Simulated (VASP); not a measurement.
The system is CuAu.

```
CELL_PARAMETERS angstrom
1.44306 0.83315 4.25617
-1.44306 0.83315 4.25617
0.00000 -1.66630 4.25617
ATOMIC_POSITIONS crystal
Cu 0.50000 0.50000 0.50000
Au 0.00000 0.00000 0.00000
```

The cell comes from a database or a generator and needn't be the stable form of this composition.

```yaml
Program: VASP 6.6.1
Task: relaxation of cell and atoms
Functional: PBEsol
Potentials_or_basis: VASP PAW PBE potentials, release 64 (Cu, Au)
Cutoff: 600 eV
k_mesh: 9 × 9 × 9
Occupations: gaussian, width 0.1 eV
Spin: no spin polarisation
```

At the start: pressure -7.9 GPa; volume 15.35 Å³/atom.

**Question.** How do energy, volume and symmetry change on relaxing?

**Answer.** Over 5 steps the energy falls by 23.3 meV/atom and the volume is 14.47 Å³/atom (-5.7 %); space group R-3m (No. 166, to 0.05 Å).

Step by step:
| step | energy change (eV) | largest force (eV/Å) | pressure (GPa) | volume (Å³) |
| --- | --- | --- | --- | --- |
| 1 | 0.0000 | 0.0000 | -7.95 | 30.70 |
| 2 | 0.0011 | 0.0000 | 3.62 | 27.44 |
| 3 | -0.0441 | 0.0000 | -2.59 | 29.37 |
| 4 | -0.0426 | 0.0000 | 2.72 | 28.52 |
| 5 | -0.0466 | 0.0000 | 0.12 | 28.95 |

Final structure:
```
CELL_PARAMETERS angstrom
1.41499 0.81695 4.17339
-1.41499 0.81695 4.17339
0.00000 -1.63389 4.17339
ATOMIC_POSITIONS crystal
Cu 0.50000 0.50000 0.50000
Au 0.00000 0.00000 0.00000
```

Caveat: the PAW data sets were made with another functional, which shifts forces and pressure a little.
